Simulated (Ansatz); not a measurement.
Set up this calculation in Ansatz 0.2.0, as the native input.

| Property | Result |
| --- | --- |
| Task | band structure |
| Functional | PBEsol |
| Potentials or basis | all-electron LAPW, inner shells corrected to Dirac's equation |
| Cutoff | 240 eV (chosen from the basis error) |
| Basis error allowed | 0.001 eV/atom |
| k mesh | 12 × 12 × 12 |
| Occupations | fermi-dirac, width 0.05 eV |
| Spin | no spin polarisation |

Zn:

```xyz
1
Lattice="0.0000 1.9648 1.9648 1.9648 0.0000 1.9648 1.9648 1.9648 0.0000" Properties=species:S:1:pos:R:3 pbc="T T T"
Zn    0.0000    0.0000    0.0000
```

This isn't the form of Zn at room conditions, which is hcp.

One way to write it, as run:

input.yaml

```yaml
crystal:
  lattice:
    - [0.0, 1.964776, 1.964776]
    - [1.964776, 0.0, 1.964776]
    - [1.964776, 1.964776, 0.0]
  atoms:
    - { symbol: Zn, position: [0.0, 0.0, 0.0] }
kpoints:
  mp_grid: { grid: [12, 12, 12] }
  band_path:
    path:
      - [0.0, 0.0, 0.0]
      - [0.5, 0.0, 0.5]
      - [0.5, 0.25, 0.75]
      - [0.375, 0.375, 0.75]
      - [0.0, 0.0, 0.0]
      - [0.5, 0.5, 0.5]
      - [0.625, 0.25, 0.625]
      - [0.5, 0.25, 0.75]
    npoints: 10
scf:
  occupations: { method: fermi_dirac, width: 0.05 }
hamiltonian:
  xc: pbesol
  pseudopotentials:
    kind: all_electron
    lapw: { basis_error: 0.001 }
    dirac_shells: { Zn: ["2p"] }
output:
  forces: true
  stress: true
  eigenvalues: true
```

Potentials or basis: all-electron LAPW, inner shells corrected to Dirac's equation.

Command:

```bash
$ ansatz run input.yaml --threads 1 --pin off --max-ram 3072MiB --backend cpu --events-out ev --progress --plain --runs-dir out
```

It gave:

- Pressure: -5.2 GPa
- Band gap along the path: none (metal or under the smearing width)

It took 5.3 s on 1 thread of Arm Neoverse V2, with other jobs on the host, peak memory 0.24 GiB.
